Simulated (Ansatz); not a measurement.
CdS (NiAs type), relaxed with r2SCAN in the plane-wave code Ansatz. It is hexagonal, P6_3/mmc (No. 194); a = 3.841 Å, c = 6.445 Å in the conventional setting, 20.59 Å³ an atom. Cd has 6 S at 2.74 Å; S has 6 Cd at 2.74 Å.

The axes x, y and z are those of this cell:
```
CELL_PARAMETERS angstrom
3.84104 0.00000 0.00000
-1.92052 3.32644 0.00000
0.00000 0.00000 6.44527
ATOMIC_POSITIONS crystal
Cd 0.00000 0.00000 0.00000
Cd 0.00000 0.00000 0.50000
S 0.33333 0.66667 0.25000
S 0.66667 0.33333 0.75000
```

Unstrained: The PBE gap is direct at Γ: 0.641 eV. With r2SCAN the gap is 1.259 eV and direct, at Γ. The HSE06 gap is direct at Γ: 1.643 eV. Meshes: PBE 12×12×4, r2SCAN 12×12×4, HSE06 6×6×4. Strains are changes of length per length. After each strain the atoms were relaxed again with r2SCAN in this cell and within any symmetry left, so distortions that break it or need a larger cell weren't tested; points keep the names that they have in the unstrained zone. The calculation is spin-unpolarised, and the structure need not be a phase that has been made.

(1) Apply uniaxial +2.55 % along x, other directions held. How far does the gap move, against the unstrained cell?

(2) Estimate what biaxial -4.88 % in x and y, z held does to the gap.

Answers

(1) PBE: the gap goes from 0.641 to 0.542 eV (-0.099 eV). r2SCAN: the gap goes from 1.259 to 1.129 eV (-0.130 eV). HSE06: the gap goes from 1.643 to 1.505 eV (-0.138 eV). The r2SCAN energy rises by 4.5 meV an atom.

(2) PBE: the gap goes from 0.641 to 0.689 eV (+0.048 eV); it turns from direct (Γ) to indirect (Γ → K). r2SCAN: the gap goes from 1.259 to 1.158 eV (-0.101 eV); it turns from direct (Γ) to indirect (Γ → K). HSE06: the gap goes from 1.643 to 1.735 eV (+0.092 eV); it turns from direct (Γ) to indirect (Γ → K). The r2SCAN energy rises by 62.0 meV an atom.

The runs are scalar-relativistic, without spin-orbit coupling.

The meshes of the hybrids are coarse, so their gaps aren't converged to the digits shown.
